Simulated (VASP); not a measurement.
Crystal: Ta2N.

```xyz
3
Lattice="3.1129 0.0000 0.0000 -1.5564 2.6958 0.0000 0.0000 0.0000 4.8698" Properties=species:S:1:pos:R:3 pbc="T T T"
Ta    0.0000    1.7972    1.2404
Ta    1.5564    0.8986    3.6294
N     0.0000    0.0000    0.0000
```

The cell comes from a database or a generator and needn't be the stable form of this composition.

Program: VASP 6.6.1. Alike in all runs: task single point; level PBE0(alpha); potentials or basis VASP PAW PBE potentials, release 64 (Ta_pv, N); no spin polarisation; cell as given; k mesh 5 × 5 × 3; cutoff (eV) 520; smearing fermi-dirac 0.05 eV; the mesh is coarse, so values aren't converged.

Question: Order these runs on this cell by their pressure, lowest first.
A. share of exact exchange 0.25
B. share of exact exchange 0.1
C. share of exact exchange 0.15
D. share of exact exchange 0.05
E. share of exact exchange 0.2

Answer: A (-8.5 GPa), E (-6.9 GPa), C (-5.4 GPa), B (-3.8 GPa), D (-2.2 GPa).

Caveats: all runs use coarse meshes; the PAW data sets were made with another functional, which shifts forces and pressure a little.
